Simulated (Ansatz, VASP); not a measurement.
**LiCl in VASP and in Ansatz**

```
Li Cl
1.0
     0.00000    2.60909    2.60909
     2.60909    0.00000    2.60909
     2.60909    2.60909    0.00000
Li Cl
1 1
Direct
  0.00000 0.00000 0.00000
  0.50000 0.50000 0.50000
```

Alike in both runs: task single point; functional PBE; k mesh 12 × 12 × 12; occupations gaussian, width 0.05 eV; no spin polarisation.

|  | VASP | Ansatz |
| --- | --- | --- |
| version | VASP 6.6.1 | Ansatz 0.2.0 |
| potentials or method | VASP PAW PBE potentials, release 64 (Li_sv, Cl) | scalar-relativistic, plane waves, PAW |
| plane-wave cutoff (eV) | 520 | 420 |
| valence electrons in the cell | 10 | 10 |

Ansatz gave:

- gap on the k mesh at the Fermi level (eV): 6.04
- least direct gap on the mesh (eV): 6.04

Task: Estimate VASP's values.

Result: gap on the k mesh at the Fermi level (eV): 6.05; least direct gap on the mesh (eV): 6.06.

 As with any semilocal functional, this PBE gap is likely too small. A k mesh can miss the band edges.
